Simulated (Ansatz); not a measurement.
input.yaml

```yaml
crystal:
  lattice:
    - [15.9, 0.0, 0.0]
    - [0.0, 19.1, 0.0]
    - [0.0, 0.0, 4.5978828781]
  atoms:
    - { symbol: Bi, position: [0.5722937559, 0.5851097948, 0.0] }
    - { symbol: Bi, position: [0.5722937559, 0.2446706155, 0.0] }
    - { symbol: Te, position: [0.7168812678, 0.5851097948, 0.5] }
    - { symbol: Bi, position: [0.4277062441, 0.7553293845, 0.5] }
    - { symbol: Bi, position: [0.4277062441, 0.4148902052, 0.5] }
    - { symbol: Te, position: [0.2831187322, 0.4148902052, 0.0] }
    - { symbol: Bi, position: [0.7168812678, 0.4148902052, 0.5] }
    - { symbol: Te, position: [0.5722937559, 0.7553293845, 0.0] }
    - { symbol: Te, position: [0.5722937559, 0.4148902052, 0.0] }
    - { symbol: Bi, position: [0.2831187322, 0.5851097948, 0.0] }
    - { symbol: Te, position: [0.4277062441, 0.5851097948, 0.5] }
    - { symbol: Te, position: [0.4277062441, 0.2446706155, 0.5] }
basis:
  ecutwfc: 420
kpoints:
  mp_grid: { grid: [1, 1, 12] }
hamiltonian:
  xc: pbe
scf:
  occupations: { method: gaussian, width: 0.05 }
output:
  forces: true
  stress: true
  eigenvalues: true
  populations: true
  write_density: true
  write_potential: true
  elf: true
  volumetric_format: npy
relax:
  adjacent_minimum: "off"
  f_tol: 0.02
  max_steps: 45
  cell: { fix: [a, b, alpha, beta, gamma], stress_tol: 0.03 }
```

Run as
```bash
ansatz run input.yaml --threads 4 --pin off --max-ram 11264MiB --backend cpu --events-out ev --progress --plain --runs-dir out
```

Theory: Ansatz, DFT PBE, scalar-relativistic, plane waves, PAW.

Abridged output (final results; tables in files aren't shown):

```
SCF 13 converged in 7 iterations: F = -116258.056373 eV  dr2 = 2.40e-12
WARN: The output density's exchange-correlation potential varies sharply where the density is thin. Do not read a vacuum level from v_tot or v_xc, or from such a field of the output density. On a cell that repeats whose density bears no net charge and no dipole along the vacuum's axis use v_es (v_loc + v_h of the components); under efield.dipole_correction with no amplitude use v_es + v_field, which holds any external_charges[].barrier, or the levels of the report's work_function block, which leave it out; under a non-zero efield.amplitude the vacuum is tilted and has no level; on a cell that repeats and bears such a dipole with no correction it is tilted too, and efield.dipole_correction wi ...
SCF converged after 7 iterations
Free energy (F): -116258.056373 eV
Harris-Foulkes:  -116258.056373 eV  (|F-HF|=1.02e-10)
Internal energy: -116258.052663 eV  (E = F + TS)
E sigma→0 (E₀):  -116258.054518 eV
Entropy (-TS):   -0.003710 eV (-0.309 meV/atom)
Fermi energy:    0.295165 eV
--- Per-component energies (eV) ---
  E_band       = -3937.461545
  E_kinetic    = 2887.513703
  E_local      = -81482.841770  (includes V_loc(G=0)·N_el)
  E_nonlocal   = 1498.392477
  E_hartree    = 39318.084671
  E_xc         = -1647.014971
  E_vxc        = -1480.755841  (∫ρ·V_xc dr)
  E_paw        = -91952.338322  (= ΣΔE_a)
  E_vpaw       = -3995.935578  (= ΣTr[D̂ρ^β])
  E_aug_tail   = -0.003695  (compensation charges beyond the density's cutoff)
  E_ewald      = 15120.155244
  E_smearing   = -0.003710  (= −TS)
--- Forces (eV/Å), atoms counted from 1 ---
  atom   1  Bi    -0.01472602    -0.00222337     0.00000000
  atom   2  Bi    -0.00401475     0.00701423     0.00000000
  atom   3  Te     0.01612209    -0.00569700     0.00000000
  atom   4  Bi     0.00401475    -0.00701423     0.00000000
  atom   5  Bi     0.01472602     0.00222337     0.00000000
  atom   6  Te    -0.01612209     0.00569700     0.00000000
  atom   7  Bi     0.00586877     0.01075027     0.00000000
  atom   8  Te    -0.00539795    -0.00043067     0.00000000
  atom   9  Te    -0.01117455    -0.01158806     0.00000000
  atom  10  Bi    -0.00586877    -0.01075027     0.00000000
  atom  11  Te     0.01117455     0.01158806     0.00000000
  atom  12  Te     0.00539795     0.00043067     0.00000000
--- Stress (GPa, compression-positive) ---
        0.008581      -0.000618       0.000000
       -0.000618      -0.019144       0.000000
        0.000000       0.000000       0.006386
  P = ⅓ Tr σ = -0.0014 GPa (-0.014 kbar)
--- Band table (eV; the first three rows and the last of 7) ---
  k-point 0: bands = ["-37.1065", "-37.1065", "-37.1052", "-37.1052", "-37.0197", "-37.0197", "-36.9666", "-36.9666", "-36.9654", "-36.9654", "-36.9647", "-36.9647", "-36.9552", "-36.9552", "-36.9487", "-36.9487", "-36.9355", "-36.9355", "-36.9327", "-36.9327", "-36.5880", "-36.5880", "-36.5538", "-36.5538", "-36.5466", "-36.5466", "-36.4800", "-36.4800", "-36.4785", "-36.4785", "-23.1905", "-23.1905", "-23.1806", "-23.1806", "-23.0897", "-23.0897", "-23.0505", "-23.0505", "-23.0453", "-23.0453", "-22.8281", "-22.8280", "-22.7836", "-22.7836", "-22.7537", "-22.7533", "-22.7470", "-22.7415", "-22.7411", "-22.7399", "-22.7368", "-22.7365", "-22.7363", "-22.7360", "-22.7338", "-22.7309", "-22.7 ...
  k-point 1: bands = ["-37.1065", "-37.1065", "-37.1051", "-37.1051", "-37.0197", "-37.0197", "-36.9666", "-36.9666", "-36.9654", "-36.9654", "-36.9647", "-36.9647", "-36.9552", "-36.9552", "-36.9487", "-36.9487", "-36.9355", "-36.9355", "-36.9326", "-36.9326", "-36.5879", "-36.5879", "-36.5538", "-36.5538", "-36.5466", "-36.5466", "-36.4801", "-36.4801", "-36.4785", "-36.4785", "-23.1916", "-23.1916", "-23.1793", "-23.1793", "-23.0900", "-23.0900", "-23.0503", "-23.0503", "-23.0452", "-23.0452", "-22.8276", "-22.8275", "-22.7839", "-22.7838", "-22.7537", "-22.7533", "-22.7469", "-22.7421", "-22.7415", "-22.7399", "-22.7369", "-22.7364", "-22.7362", "-22.7359", "-22.7328", "-22.7312", "-22.7 ...
  k-point 2: bands = ["-37.1066", "-37.1066", "-37.1049", "-37.1049", "-37.0197", "-37.0197", "-36.9666", "-36.9665", "-36.9654", "-36.9654", "-36.9647", "-36.9647", "-36.9552", "-36.9552", "-36.9488", "-36.9487", "-36.9356", "-36.9356", "-36.9324", "-36.9324", "-36.5879", "-36.5879", "-36.5539", "-36.5539", "-36.5466", "-36.5466", "-36.4801", "-36.4801", "-36.4783", "-36.4783", "-23.1943", "-23.1943", "-23.1762", "-23.1762", "-23.0907", "-23.0907", "-23.0496", "-23.0496", "-23.0451", "-23.0451", "-22.8264", "-22.8263", "-22.7845", "-22.7845", "-22.7536", "-22.7532", "-22.7467", "-22.7434", "-22.7422", "-22.7402", "-22.7384", "-22.7365", "-22.7349", "-22.7348", "-22.7318", "-22.7304", "-22.7 ...
  k-point 6: bands = ["-37.1067", "-37.1067", "-37.1039", "-37.1039", "-37.0199", "-37.0199", "-36.9665", "-36.9665", "-36.9653", "-36.9653", "-36.9648", "-36.9648", "-36.9551", "-36.9551", "-36.9489", "-36.9489", "-36.9358", "-36.9358", "-36.9315", "-36.9315", "-36.5876", "-36.5876", "-36.5541", "-36.5541", "-36.5466", "-36.5466", "-36.4803", "-36.4803", "-36.4777", "-36.4777", "-23.2039", "-23.2039", "-23.1647", "-23.1647", "-23.0936", "-23.0936", "-23.0466", "-23.0466", "-23.0447", "-23.0447", "-22.8216", "-22.8216", "-22.7871", "-22.7871", "-22.7534", "-22.7534", "-22.7486", "-22.7486", "-22.7445", "-22.7445", "-22.7382", "-22.7382", "-22.7340", "-22.7340", "-22.7287", "-22.7287", "-22.7 ...
--- Relaxed structure (12 steps of the walk, 11 accepted, 1 SCFs on fresh bases) ---
  F+E_penalty+E_count = -116258.05637265 eV   max|allowed force component| = 1.612e-2 eV/Å   (the final SCF, on the basis selected at the relaxed cell)
  cell:  # Å, volume = 1322.2303 Å³
    - [15.9, 3.48120268e-112, -2.71215618e-112]
    - [4.18182209e-112, 19.1, -4.15621995e-127]
    - [-7.84287828e-113, -1.00051374e-127, 4.35388149]
  atoms:
    - { symbol: Bi, position: [0.56463954, 0.57080261, 0.0] }
    - { symbol: Bi, position: [0.56289024, 0.24032809, 0.0] }
    - { symbol: Te, position: [0.71208298, 0.56773115, 0.49999999] }
    - { symbol: Bi, position: [0.43710975, 0.75967190, 0.49999999] }
    - { symbol: Bi, position: [0.43536045, 0.42919738, 0.49999999] }
    - { symbol: Te, position: [0.28791701, 0.43226884, 0.0] }
    - { symbol: Bi, position: [0.73280764, 0.42272838, 0.49999999] }
    - { symbol: Te, position: [0.55683761, 0.74717381, 0.0] }
    - { symbol: Te, position: [0.58577368, 0.40760447, 0.0] }
    - { symbol: Bi, position: [0.26719235, 0.57727161, 0.0] }
    - { symbol: Te, position: [0.41422631, 0.59239552, 0.49999999] }
    - { symbol: Te, position: [0.44316238, 0.25282618, 0.49999999] }
--- Löwdin populations: 12 sites ---
  site symbol q [e]
     0     Bi     14.8550
     1     Bi     14.8692
     2     Te     16.0893
     3     Bi     14.8692
     4     Bi     14.8550
     5     Te     16.0893
     6     Bi     14.9239
     7     Te     16.0364
     8     Te     15.9957
     9     Bi     14.9239
    10     Te     15.9957
    11     Te     16.0364
  spilling = 0.002478 (of n_electrons = 186.000000)
```

The relaxation met its thresholds.

It took 8.1 min on 4 threads of Intel(R) Xeon(R) Platinum 8259CL CPU @ 2.50GHz (Skylake/Cascade Lake) (shared host), peak memory 3.8 GiB.

Spin–orbit coupling is left out, which can shift energies with elements as heavy as these.